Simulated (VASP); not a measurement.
# Results of a VASP single-point calculation on CaSe (zincblende)

POSCAR

```
Ca Se
 1.0000000000000000
     0.0000000000000000    3.2795613700259110    3.2795613700259110
     3.2795613700259110    0.0000000000000000    3.2795613700259110
     3.2795613700259110    3.2795613700259110    0.0000000000000000
 Ca  Se
   1   1
Cartesian
  0.0000000000000000  0.0000000000000000  0.0000000000000000
  1.6397806850129553  1.6397806850129553  1.6397806850129553
```

| Quantity | Value |
| --- | --- |
| gap between bands v and c | 3.20 eV |
| least direct gap | 3.30 eV |

Band v is the last that the valence electrons fill when counted band by band, and c is the next. Levels in eV from the top of v:

```
point    v−1      v     c   c+1
    Γ  -0.10  -0.10  3.20  5.38
    X  -0.04  -0.04  3.54  4.98
    W  -0.70  -0.10  3.77  4.99
    K  -0.47  -0.02  3.83  5.09
    L  -0.02  -0.02  5.09  5.50
```

Q: Which of these levels of theory gave these results?
A. PBE0
B. PBE with spin–orbit coupling
C. PBE
D. r²SCAN
E. HSE06
F. LDA
G. PBEsol

A: C.

The INCAR was:

```
ENCUT = 520
NBANDS = 15
LWAVE = .FALSE.
NELM = 120
EDIFF = 1E-7
ISIF = 2
GGA = PE
LASPH = .TRUE.
LREAL = .FALSE.
SIGMA = 0.02
PREC = Accurate
ISMEAR = -1
IBRION = -1
NSW = 0
LCHARG = .FALSE.
```
